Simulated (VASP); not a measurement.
# TiO2 (P4_2/mnm) in VASP: notebook

One crystal, TiO2, is run at these levels: PBE; tasks: single point.

All numbers are computed with VASP 6.6.1; they aren't measurements. Logs are shortened: lines on timing, memory, paths and dates and some standing lists are left out, and cuts for length are marked.

## 1. The undisturbed crystal

The structure is tetragonal, space group P4_2/mnm (No. 136). Conventional cell: a = 4.600 Å, b = 4.600 Å, c = 2.959 Å, α = 90.00°, β = 90.00°, γ = 90.00°. Ti (site symmetry mmm) has 6 O at 1.95 to 1.98 Å as nearest neighbours. Around O (site symmetry m2m) lie 3 Ti at 1.95 to 1.98 Å.

The cell is a database's computed one.

## 2. Single point, PBE

Contents of INCAR:

```
SYSTEM = TiO2
ADDGRID = .False.
ALGO = Normal
EDIFF = 1E-7
ENCUT = 460
GGA = PE
ISIF = 2
ISMEAR = 0
LASPH = .True.
LCHARG = .False.
LREAL = .False.
LWAVE = .False.
NBANDS = 33
NELM = 100
PREC = Accurate
SIGMA = 0.1
```

Contents of KPOINTS:

```
k-points
0
Gamma
  3 3 4
  0 0 0
```

Contents of POSCAR:

```
TiO2
1.0
    4.5998373239      0.0000000000      0.0000000000
    0.0000000000      4.5998373239      0.0000000000
    0.0000000000      0.0000000000      2.9592135600
Ti O
2 4
Direct
    0.0158320000      0.0032400000      0.4722370000
    0.5214710000      0.5093840000      0.0048770000
    0.3233600000      0.3195450000      0.4593590000
    0.1957040000      0.8057180000      0.0434810000
    0.7872850000      0.2085030000     -0.0059320000
    0.6699180000      0.6742240000      0.5240680000
```

Potentials or basis: VASP PAW PBE potentials, release 64 (Ti_sv, O).

The run is started by

```
> cat potpaw_PBE.64/Ti_sv/POTCAR potpaw_PBE.64/O/POTCAR > POTCAR
> mpirun -np 1 vasp_std > vasp.out
```

OUTCAR:

```text
SYSTEM = TiO2
   EDIFF = 1E-7
   ENCUT = 460
   GGA = PE
   ISIF = 2
   ISMEAR = 0
   LASPH = .True.
   LREAL = .False.
   NELM = 100
   PREC = Accurate

 Found     19 irreducible k-points:

 Following reciprocal coordinates:
            Coordinates               Weight
  0.000000  0.000000  0.000000      1.000000
  0.333333  0.000000  0.000000      2.000000
  0.000000  0.333333  0.000000      2.000000
  0.333333  0.333333  0.000000      2.000000
 -0.333333  0.333333  0.000000      2.000000
  0.000000  0.000000  0.250000      2.000000
   k-points           NKPTS =     19   k-points in BZ     NKDIM =     19   number of bands    NBANDS=     33
   number of dos      NEDOS =    301   number of ions     NIONS =      6
   total plane-waves  NPLWV =  24576
   dimension x,y,z NGX =    32 NGY =   32 NGZ =   24
   dimension x,y,z NGXF=    64 NGYF=   64 NGZF=   48
   ions per type =               2   4
   NGX,Y,Z   is equivalent  to a cutoff of  11.57, 11.57, 13.48 a.u.
   NGXF,Y,Z  is equivalent  to a cutoff of  23.13, 23.13, 26.97 a.u.
 SYSTEM =  TiO2
   PREC   = accura    normal or accurate (medium, high low for compatibility)
   ISTART =      0    job   : 0-new  1-cont  2-samecut
   ICHARG =      2    charge: 1-file 2-atom 10-const
   ISPIN  =      1    spin polarized calculation?
   LNONCOLLINEAR =      F non collinear calculations
   LSORBIT =      F    spin-orbit coupling
   LASPH  =      T    aspherical Exc in radial PAW
   ENCUT  =  460.0 eV  33.81 Ry    5.81 a.u.   8.04  8.04  5.18*2*pi/ulx,y,z
   NELM   =    100;   NELMIN=  2; NELMDL= -5     # of ELM steps
   EDIFF  = 0.1E-06   stopping-criterion for ELM
   LREAL  =      F    real-space projection
   EDIFFG = 0.1E-05   stopping-criterion for IOM
   NSW    =      0    number of steps for IOM
   IBRION =     -1    ionic relax: 0-MD 1-quasi-New 2-CG
   NFREE  =      0    steps in history (QN), initial steepest desc. (CG)
   ISIF   =      2    stress and relaxation
   ISYM   =      2    0-nonsym 1-usesym 2-fastsym
   POTIM  = 0.5000    time-step for ionic-motion
   TEBEG  =    0.0;   TEEND  =   0.0 temperature during run
   PSTRESS=    0.0 pullay stress
   NELECT =      48.0000    total number of electrons
   NUPDOWN=      -1.0000    fix difference up-down
   EMIN   =  10.00;   EMAX   =-10.00  energy-range for DOS
   EFERMI =   0.00;   METHOD = LEGACY
   ISMEAR =     0;   SIGMA  =   0.10  broadening in eV -4-tet -1-fermi 0-gaus
   EFERMI_NEDOS =   21; number of points for ismear=-14 and -15
   IALGO  =     38    algorithm
   IMIX   =      4    mixing-type and parameters
     AMIX     =   0.40;   BMIX     =  1.00
     AMIX_MAG =   1.60;   BMIX_MAG =  1.00
  volume/ion in A,a.u.               =      10.44        70.42
  Fermi-wavevector in a.u.,A,eV,Ry     =   1.498309  2.831394 30.544140  2.244931
  Thomas-Fermi vector in A             =   2.610085
   LORBIT       =      0    0 simple, 1 ext, 2 COOP (PROOUT), +10 PAW based schemes
   GGA     = PE    functional components
   LHFCALC =     F    Hartree Fock is set to
   AEXX    =    0.0000 exact exchange contribution
   IVDW    =     0    specifies the selected vdW correction
   LEPSILON=     F    determine dielectric tensor
   LRPA    =     F    only Hartree local field effects (RPA)
 non-spin polarized calculation
 Gauss-broadening in eV      SIGMA  =   0.10
  energy-cutoff  :      460.00
  volume of cell :       62.61
 maximum number of plane-waves:      1415
   NGX = 17   NGY = 17   NGZ = 11

 number of electron      47.9999995 magnetization

 Free energy of the ion-electron system (eV)
  ---------------------------------------------------
  ext. energy  EPLUGINS =         0.00000000
  ---------------------------------------------------
  free energy    TOTEN  =       -52.56831517 eV

  energy without entropy =      -52.56831517  energy(sigma->0) =      -52.56831517

 E-fermi :   5.3835     XC(G=0): -11.3496

 val. band max:        4.9087281159   @ k =   0.0000   0.0000   0.0000
 cond. band min:       6.8669337424   @ k =   0.0000   0.3333   0.5000
 fundamental gap:      1.9582056265
 Fermi energy:         5.3835101534

 k-point     1 :       0.0000    0.0000    0.0000
  band No.  band energies     occupation
      1     -52.2828      2.00000
      2     -51.4338      2.00000
      3     -28.5803      2.00000
      4     -28.4366      2.00000
      5     -28.4040      2.00000
      6     -27.8282      2.00000
[... 25 lines left out ...]
     32      10.9645      0.00000
     33      12.3082      0.00000

 k-point     2 :       0.3333    0.0000    0.0000
  band No.  band energies     occupation
      1     -52.2826      2.00000
      2     -51.4337      2.00000
      3     -28.5754      2.00000
      4     -28.4325      2.00000
      5     -28.4031      2.00000
      6     -27.8352      2.00000
[... 25 lines left out ...]
     32      10.7313      0.00000
     33      12.1988      0.00000

 k-point     3 :       0.0000    0.3333    0.0000
  band No.  band energies     occupation
      1     -52.2826      2.00000
      2     -51.4337      2.00000
      3     -28.5757      2.00000
      4     -28.4321      2.00000
      5     -28.4033      2.00000
      6     -27.8357      2.00000
[... 25 lines left out ...]
     32      10.7390      0.00000
     33      12.1736      0.00000

 k-point     4 :       0.3333    0.3333    0.0000
  band No.  band energies     occupation
      1     -52.2826      2.00000
      2     -51.4337      2.00000
      3     -28.5833      2.00000
      4     -28.4343      2.00000
      5     -28.4033      2.00000
      6     -27.8352      2.00000
[... 25 lines left out ...]
     32      11.0963      0.00000
     33      11.6676      0.00000

 k-point     5 :      -0.3333    0.3333    0.0000
  band No.  band energies     occupation
      1     -52.2826      2.00000
      2     -51.4337      2.00000
      3     -28.5771      2.00000
      4     -28.4403      2.00000
      5     -28.4036      2.00000
      6     -27.8281      2.00000
[... 25 lines left out ...]
     32      10.7003      0.00000
     33      11.8998      0.00000

 k-point     6 :       0.0000    0.0000    0.2500
  band No.  band energies     occupation
      1     -52.2634      2.00000
      2     -51.4092      2.00000
      3     -28.6499      2.00000
      4     -28.4956      2.00000
      5     -28.4154      2.00000
      6     -27.9735      2.00000
[... 25 lines left out ...]
     32      10.6556      0.00000
     33      11.5224      0.00000

 [... further k-points ...]

------------------------ aborting loop because EDIFF is reached ----------------------------------------

  FORCE on cell =-STRESS in cart. coord.  units (eV):
  Direction    XX          YY          ZZ          XY          YZ          ZX
  --------------------------------------------------------------------------------------
  -------------------------------------------------------------------------------------
  Total        4.9054728      5.4518334      8.0205910     -0.2337649     -0.4026909     -3.1659921
  in kB      125.5249922    139.5056836    205.2370203     -5.9817543    -10.3043629    -81.0138288
  external PRESSURE =     156.7558987 kB  Pullay stress =       0.0000000 kB

 VOLUME and BASIS-vectors are now :
 -----------------------------------------------------------------------------
  energy-cutoff  :      460.00
  volume of cell :       62.61
      direct lattice vectors                 reciprocal lattice vectors
     4.599837324  0.000000000  0.000000000     0.217398993  0.000000000  0.000000000
     0.000000000  4.599837324  0.000000000     0.000000000  0.217398993  0.000000000
     0.000000000  0.000000000  2.959213560     0.000000000  0.000000000  0.337927622

 POSITION                                       TOTAL-FORCE (eV/Angst)
 -----------------------------------------------------------------------------------
      0.07282      0.01490      1.39745        -0.369458      2.024425      0.554348
      2.39868      2.34308      0.01443        -1.287645     -1.285245      0.596432
      1.48740      1.46986      1.35934        -3.372245     -2.819531      1.694034
      0.90021      3.70617      0.12867        -0.661463      0.304342     -1.574141
      3.62138      0.95908      2.94166         2.235319     -2.139094      0.520729
      3.08151      3.10132      1.55083         3.455493      3.915103     -1.791402
 -----------------------------------------------------------------------------------
    total drift:                                0.000064      0.000009      0.000431

  FREE ENERGIE OF THE ION-ELECTRON SYSTEM (eV)
  ---------------------------------------------------
  free  energy   TOTEN  =       -52.5683151746 eV

  energy  without entropy=      -52.5683151746  energy(sigma->0) =      -52.56831517
```

Wall time 23 s (1 thread of AMD EPYC 9R45 (Zen 5), shared host); peak memory 0.14 GiB.

These settings aren't checked as converged: the numbers below hold their error.

Results:

```yaml
Free_energy: -52.5683 eV
Pressure: 15.7 GPa
Largest_force: 5.521 eV/Å
Band_gap_on_the_k_mesh: 1.96 eV, indirect (least direct gap 1.97 eV)
```

Caveat: the k mesh is coarse (spacing up to 0.53 Å⁻¹), so the values aren't converged; the cutoff is under 1.25 times the usual one of these potentials, so pressure, stress and relaxed cells hold a basis-set (Pulay) error; an odd mesh through Γ misses points on the zone boundary, where band edges often lie.

## 3. Single point, PBE

INCAR: that of step 2 with these lines changed.

```diff
@@ -14,3 +14,3 @@
 NELM = 100
-PREC = Accurate
-SIGMA = 0.1
+PREC = Low
+SIGMA = 0.05
```

KPOINTS is that of step 2.

POSCAR is that of step 2.

Potentials or basis: VASP PAW PBE potentials, release 64 (Ti_sv, O).

The run is started by

```
> cat potpaw_PBE.64/Ti_sv/POTCAR potpaw_PBE.64/O/POTCAR > POTCAR
> mpirun -np 1 vasp_std > vasp.out
```

Run time: 13 s. Hardware: 1 thread of AMD EPYC 9R45 (Zen 5), shared host; peak memory 0.09 GiB.

These settings aren't checked as converged: the numbers below hold their error.

What came out:

* Free energy: -52.5789 eV
* Pressure: 15.8 GPa
* Largest force: 5.536 eV/Å
* Band gap on the k mesh: 1.96 eV, indirect (least direct gap 1.97 eV)

Caveat: the k mesh is coarse (spacing up to 0.53 Å⁻¹), so the values aren't converged; the cutoff is under 1.25 times the usual one of these potentials, so pressure, stress and relaxed cells hold a basis-set (Pulay) error; an odd mesh through Γ misses points on the zone boundary, where band edges often lie.

## 4. Single point, PBE

INCAR: that of step 3 with these lines changed.

```diff
@@ -10,3 +10,3 @@
 LCHARG = .False.
-LREAL = .False.
+LREAL = Auto
 LWAVE = .False.
@@ -14,3 +14,3 @@
 NELM = 100
-PREC = Low
+PREC = Accurate
 SIGMA = 0.05
```

KPOINTS is that of step 3.

POSCAR is that of step 3.

The run is started by

```
> cat potpaw_PBE.64/Ti_sv/POTCAR potpaw_PBE.64/O/POTCAR > POTCAR
> mpirun -np 1 vasp_std > vasp.out
```

Wall time 34 s (1 thread of AMD EPYC 9R45 (Zen 5), shared host); peak memory 0.14 GiB.

These settings aren't checked as converged: the numbers below hold their error.

What came out:

- Free energy: -52.5674 eV
- Pressure: 15.7 GPa
- Largest force: 5.522 eV/Å
- Band gap on the k mesh: 1.96 eV, indirect (least direct gap 1.97 eV)

Caveat: the k mesh is coarse (spacing up to 0.53 Å⁻¹), so the values aren't converged; the cutoff is under 1.25 times the usual one of these potentials, so pressure, stress and relaxed cells hold a basis-set (Pulay) error; an odd mesh through Γ misses points on the zone boundary, where band edges often lie.

## 5. Single point, PBE

INCAR: that of step 4 with these lines changed.

```diff
@@ -3,3 +3,3 @@
 ALGO = Normal
-EDIFF = 1E-7
+EDIFF = 0.001
 ENCUT = 460
@@ -10,3 +10,3 @@
 LCHARG = .False.
-LREAL = Auto
+LREAL = .False.
 LWAVE = .False.
```

KPOINTS is that of step 4.

POSCAR is that of step 4.

The run is started by

```
> cat potpaw_PBE.64/Ti_sv/POTCAR potpaw_PBE.64/O/POTCAR > POTCAR
> mpirun -np 1 vasp_std > vasp.out
```

It took 16 s on 1 thread of AMD EPYC 9R45 (Zen 5), shared host; peak memory 0.14 GiB.

These settings aren't checked as converged: the numbers below hold their error.

Results:

```yaml
Free_energy: -52.5692 eV
Pressure: 14.5 GPa
Largest_force: 5.519 eV/Å
Band_gap_on_the_k_mesh: 1.91 eV, indirect (least direct gap 1.92 eV)
```

Caveat: the k mesh is coarse (spacing up to 0.53 Å⁻¹), so the values aren't converged; the cutoff is under 1.25 times the usual one of these potentials, so pressure, stress and relaxed cells hold a basis-set (Pulay) error; an odd mesh through Γ misses points on the zone boundary, where band edges often lie.

## 6. For comparison

An earlier run on the cell as given: functional PBEsol; potentials or basis VASP PAW PBE potentials, release 64 (Ti_sv, O); cutoff 520 eV; k mesh 6 × 6 × 9; occupations fermi-dirac, width 0.05 eV; no spin polarisation.

- Pressure: -2.1 GPa
- Largest force: 0.047 eV/Å
- Band gap on the k mesh: 1.80 eV, direct
